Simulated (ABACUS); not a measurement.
Crystal: BN.

```
CELL_PARAMETERS angstrom
0.00000 1.81300 1.81300
1.81300 0.00000 1.81300
1.81300 1.81300 0.00000
ATOMIC_POSITIONS crystal
N 0.25000 0.25000 0.25000
B 0.00000 0.00000 0.00000
```

The cell is a database's computed one.

* Program: ABACUS 3.10.1
* Task: relaxation of cell and atoms
* Functional: LDA-PW92
* Potentials or basis: GBRV ultrasoft 1.5 LDA
* Cutoff: 544 eV
* Density cutoff: 4354 eV
* Basis: plane waves
* k mesh: 10 × 10 × 10
* Occupations: fermi-dirac, width 0.05 eV
* Spin: no spin polarisation

At the start: pressure -13.5 GPa; volume 5.96 Å³/atom.

Task: How do energy, volume and symmetry change on relaxing?

Result: Over 3 steps the energy falls by 8.9 meV/atom and the volume is 5.74 Å³/atom (-3.6 %); space group F-43m (No. 216, to 0.05 Å).

The path:
```tsv
step	energy change (eV)	largest force (eV/Å)	pressure (GPa)	volume (Å³)
1	0.0000	0.0000	-13.51	11.92
2	-0.0091	0.0000	-9.65	11.79
3	-0.0178	0.0000	0.31	11.49
```

Final structure:
```
N B
1.0
     0.00000    1.79097    1.79097
     1.79097    0.00000    1.79097
     1.79097    1.79097    0.00000
N B
1 1
Direct
  0.25000 0.25000 0.25000
  0.00000 0.00000 0.00000
```
